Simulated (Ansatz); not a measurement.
**As under changes of volume**

One of the cells (19.764 Å³/atom); the others are scaled copies at fixed shape and fractional positions:

```
CELL_PARAMETERS angstrom
2.70368 0.00000 0.00000
0.00000 2.70368 0.00000
0.00000 0.00000 2.70368
ATOMIC_POSITIONS crystal
As 0.50000 0.50000 0.50000
```

This isn't the form of As at room conditions, which is rhombohedral.

| Item | Value |
| --- | --- |
| Program | Ansatz 0.2.0 |
| Functional | LDA |
| Potentials or basis | all-electron LAPW, scalar-relativistic |
| Cutoff | 237 eV (chosen from the basis error) |
| Basis error allowed | 0.001 eV/atom |
| k mesh | 10 × 10 × 10 |
| Occupations | fermi-dirac, width 0.05 eV |
| Spin | no spin polarisation |

```tsv
volume (Å³/atom)	energy over the lowest point (meV/atom)	pressure (GPa)
18.578	3.64	2.6
18.973	0.00	0.4
19.368	1.29	-1.5
19.764	?	?
20.159	16.72	-4.7
20.554	30.05	-6.1
20.949	46.65	-7.3
```

Question: What does the run at 19.764 Å³/atom give?

Answer: Energy over the lowest point 7.01 meV/atom; pressure -3.2 GPa.

Worked out: A Birch-Murnaghan fit of order 3 (a polynomial in V^(-2/3)) to the other rows has its minimum at 19.06 Å³/atom with B0 = V·E''(V) = 94 GPa and B' = 3.9. It gives 7.01 meV/atom at 19.764 Å³/atom, against the run's 7.01, and -dE/dV = -3.2 GPa, against -3.2.

Energies are extrapolated to zero smearing.
